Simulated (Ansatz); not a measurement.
**AlAs: further runs on the relaxed cell**

One table from this session's results is given with a row withheld; the runs are named, their logs left out.

Method: DFT PBE, scalar-relativistic, plane waves, PAW, in Ansatz 0.2.0.

1 further run of the same task is left out (set aside as unsound or not needed).

**The system as given**

The structure is cubic, space group F-43m (No. 216). Conventional cell: a = 5.728 Å, b = 5.728 Å, c = 5.728 Å, α = 90.00°, β = 90.00°, γ = 90.00°. Al (site symmetry -43m) has 4 As at 2.48 Å as nearest neighbours. Around As (site symmetry -43m) lie 4 Al at 2.48 Å.

Structure file:

```
Al As
1.0
     0.00000    2.86381    2.86381
     2.86381    0.00000    2.86381
     2.86381    2.86381    0.00000
Al As
1 1
Direct
  0.00000 0.00000 0.00000
  0.25000 0.25000 0.25000
```

This cell was relaxed beforehand with the same method: volume 23.49 Å³/atom, gap on the mesh 1.50 eV.

Set-up of the first run:

input.yaml

```yaml
crystal:
  lattice:
    - [0.0, 2.8638066098, 2.8638066098]
    - [2.8638066098, 0.0, 2.8638066098]
    - [2.8638066098, 2.8638066098, 0.0]
  atoms:
    - { symbol: Al, position: [0.0, 0.0, 0.0] }
    - { symbol: As, position: [0.25, 0.25, 0.25] }
basis:
  ecutwfc: 420
kpoints:
  mp_grid: { grid: [8, 8, 8] }
  band_path:
    path:
      - [[0.0, 0.0, 0.0], [-0.5, -0.5, 0.0], [-0.375, -0.375, 0.25]]
      - [[-0.375, 0.0, 0.375], [0.0, 0.0, 0.0], [0.0, 0.0, 0.5], [-0.5, -0.25, 0.25], [-0.5, -0.5, 0.0]]
    npoints: 14
hamiltonian:
  xc: pbe
scf:
  occupations: { method: gaussian, width: 0.02 }
  n_extra_bands: 6
output:
  forces: true
  stress: true
  eigenvalues: true
  populations: true
  dos: { projected: true, de: 0.02, nscf_kmesh: { grid: [12, 12, 12] } }
  bader: true
  write_density: true
  write_potential: true
  elf: true
  volumetric_format: npy
```

Command:

```console
$ ansatz run input.yaml --threads 1 --pin off --max-ram 2560MiB --backend cpu --events-out ev --progress --plain --runs-dir out
```

Among the steps run: Electronic structure at the relaxed geometry; Band edges anywhere in the zone; Levels beside the edges; Back to the database's cell; Volume × 0.97; Volume × 1.03; Volume × 0.94; Volume × 1.06; Point at V/V0 = 0.91; Point at V/V0 = 1.10; The cell scaled to 0.88 of its volume.

One of the session's tables, all rows but one given; the rest of the session is left out.

It belongs to the step «Energy against volume». 

```
volume (Å³/atom)  energy above the lowest point (meV/atom)  pressure (GPa)  gap on the mesh (eV)
          20.669                                      89.4           11.33                  1.27
          21.373                                      47.6            7.80                  1.34
          22.078                                         ?               ?                     ?
          22.783                                       4.8            2.22                  1.45
          23.487                                       0.0            0.03                  1.50
          24.192                                       4.1           -1.84                  1.55
          24.896                                      15.8           -3.43                  1.34
          25.836                                      41.2           -5.18                  1.07
```

Q: Estimate the row for volume (Å³/atom) = 22.078 from the others.

Worked estimate for «energy above the lowest point (meV/atom)». A straight line through the neighbours (21.373, 47.6) and (22.783, 4.8) gives 47.6 + (4.8 − 47.6) × (22.078 − 21.373) / (22.783 − 21.373) = 26.2; a parabola fitted to 4 rows on both sides gives 20.0.

As computed: energy above the lowest point (meV/atom): 20.1; pressure (GPa): 4.79; gap on the mesh (eV): 1.40. In «energy above the lowest point (meV/atom)» the line misses by +6.1 and the parabola by -0.1.

Caveats from the session: The gap on the mesh goes from 1.27 eV at the smallest volume to 1.07 eV at the largest, through a peak of 1.55 eV between. The absorption edge (2.0 eV along x) is to be set beside the least direct gap on the SCF mesh, 1.78 eV; the indirect gap of 1.50 eV gives no absorption without phonons.
